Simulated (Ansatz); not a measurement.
## From the elastic tensor of C at 3 GPa (stress–strain coefficients) to moduli and sound speeds

Computed with DFT PBEsol, scalar-relativistic, plane waves, PAW (Ansatz). Cutoff 420 eV, 18×18×18 k-points (Γ-centred), fixed occupations. No spin polarisation.

The structure is trigonal, space group R-3m (No. 166). Conventional cell: a = 2.453 Å, b = 2.453 Å, c = 9.651 Å, α = 90.00°, β = 90.00°, γ = 120.00°. C (site symmetry 3m) is surrounded by 3 C at 1.42 Å.

The crystal is built of layers and no dispersion correction was added, so the binding between them is poorly described, and with it their spacing and whatever depends on it.

Relaxed-ion constants (GPa, on the Cartesian axes of the calculation):
```
1127.3  216.0   -1.1    2.3    0.0    0.0
 216.0 1127.3   -1.1   -2.3    0.0    0.0
  -1.1   -1.1   50.5    0.0    0.0    0.0
   2.3   -2.3    0.0    6.9    0.0    0.0
   0.0    0.0    0.0    0.0    6.9    2.3
   0.0    0.0    0.0    0.0    2.3  455.6
```

Density 2.380 g/cm³; 2 atoms in 16.76 Å³.

The values that follow are for a polycrystal of randomly turned grains, by Hill's mean where one number stands. In a crystal this anisotropic the Voigt and Reuss bounds lie far apart, so Hill's mean and the sound speeds and Debye temperature from it are rough.

With S = C⁻¹: B_V = (C11+C22+C33+2(C12+C13+C23))/9, G_V = (C11+C22+C33−C12−C13−C23+3(C44+C55+C66))/15, 1/B_R = S11+S22+S33+2(S12+S13+S23), 15/G_R = 4(S11+S22+S33−S12−S13−S23)+3(S44+S55+S66); Hill is their mean. Then v_l = √((B+4G/3)/ρ), v_t = √(G/ρ), v_m = [(2/v_t³+1/v_l³)/3]^(−1/3) and Θ = (ħ/k_B)·v_m·(6π²n/V)^(1/3) for n atoms in the volume V; E = 9BG/(3B+G), ν = (3B−2G)/(2(3B+G)) and A^U = 5G_V/G_R + B_V/B_R − 6.

```
Bulk modulus, Voigt / Reuss / Hill          : 303.6 / 46.9 / 175.3 GPa
Shear modulus, Voigt / Reuss / Hill         : 233.3 / 15.5 / 124.4 GPa
Young's modulus                             : 302 GPa
Poisson ratio                               : 0.213
Pugh ratio B/G                              : 1.41
Universal anisotropy index                  : 75.51
Longitudinal and transverse sound speeds    : 11973 and 7231 m/s
Debye temperature from the mean sound speed : 1172 K
```

Cost: 1 run of about 3.2 core-minutes, on Intel Xeon Processor @ 2.70GHz (shared hosts).

The tensor describes stiff sheets that are only weakly coupled. C11 is 1127.3 GPa because in-plane strain stretches and bends the strong sp² σ framework, reinforced by delocalised π bonding. Compression along the stacking axis meets only the weak interlayer interaction, so C33 is 50.5 GPa. C44 is lower still, at 6.9 GPa, since sliding the sheets changes their registry but breaks no covalent bonds. The near-zero C13 shows that in-plane strain produces almost no normal stress between the layers; its small negative sign carries little weight. The finite C14 is allowed by the trigonal stacking and would vanish in a hexagonal crystal.

The same contrast separates the bulk-modulus bounds: under uniform stress the soft axis takes up most of the volume change, whereas uniform strain also forces the rigid sheets to deform. The Pugh ratio therefore says little about fracture, which is governed by easy basal cleavage and slip. The tensor is positive definite, which suggests resistance to small homogeneous strains, but does not establish stability against other stackings or diamond.
